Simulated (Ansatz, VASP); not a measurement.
# CuAu (Tetraauricupride): VASP beside Ansatz

INCAR

```
SYSTEM = CuAu
PREC = Accurate ; ENCUT = 600
EDIFF = 1E-6 ; ISMEAR = 0
SIGMA = 0.1 ; LREAL = .FALSE.
LASPH = .TRUE. ; NELM = 100
ALGO = Normal ; ISIF = 3
LWAVE = .FALSE. ; LCHARG = .FALSE.
GGA = PE ; IBRION = 2
NSW = 100 ; EDIFFG = -0.005
```

KPOINTS

```
regular mesh
0
G
  16 16 12
  0 0 0
```

Contents of POSCAR:

```
CuAu
1.0
    2.8000000000      0.0000000000      0.0000000000
    0.0000000000      2.8000000000      0.0000000000
    0.0000000000      0.0000000000      3.6700000000
Cu Au
1 1
Direct
    0.5000000000      0.5000000000      0.5000000000
    0.0000000000      0.0000000000      0.0000000000
```

Input for Ansatz:

```yaml
crystal:
  lattice:
    - [2.8, 0.0, 0.0]
    - [0.0, 2.8, 0.0]
    - [0.0, 0.0, 3.67]
  atoms:
    - { symbol: Cu, position: [0.5, 0.5, 0.5] }
    - { symbol: Au, position: [0.0, 0.0, 0.0] }
basis:
  ecutwfc: 420
kpoints:
  mp_grid: { grid: [16, 16, 12] }
hamiltonian:
  xc: pbe
scf:
  occupations: { method: gaussian, width: 0.1 }
output:
  forces: true
  stress: true
  eigenvalues: true
  write_density: true
  write_potential: true
  elf: true
  volumetric_format: npy
relax:
  adjacent_minimum: "off"
  f_tol: 0.005
  max_steps: 80
  cell: { stress_tol: 0.05 }
```

Alike in both runs: task relaxation of cell and atoms; functional PBE; k mesh 16 × 16 × 12; occupations gaussian, width 0.1 eV; no spin polarisation.

```csv
,VASP,Ansatz
version,VASP 6.6.1,Ansatz 0.2.0
potentials or method,"VASP PAW PBE potentials, release 64 (Cu, Au)","scalar-relativistic, plane waves, PAW"
plane-wave cutoff (eV),600,420
valence electrons in the cell,22,38
```

|  | VASP | Ansatz | Ansatz less VASP |
| --- | --- | --- | --- |
| gap on the k mesh at the Fermi level, each at its own relaxed structure (eV) | none | none | - |
| relaxed volume (Å³/atom) | 15.02 | 15.01 | -0.009 |
| relaxed cell length with the largest relative difference (Å) | 3.645 | 3.640 | -0.0045 |
| energy change over the relaxation (meV/atom) | -14 | -14 | +0.1 |

A gap of «none» marks a metal or a gap that the smearing closes. The two sets of potentials don't hold the same shells in valence.

The runs have no spin-orbit coupling, so splittings on Au are missing. PBE usually gives volumes a little too large and moduli too small. Zero-point motion and thermal expansion aren't in these numbers.
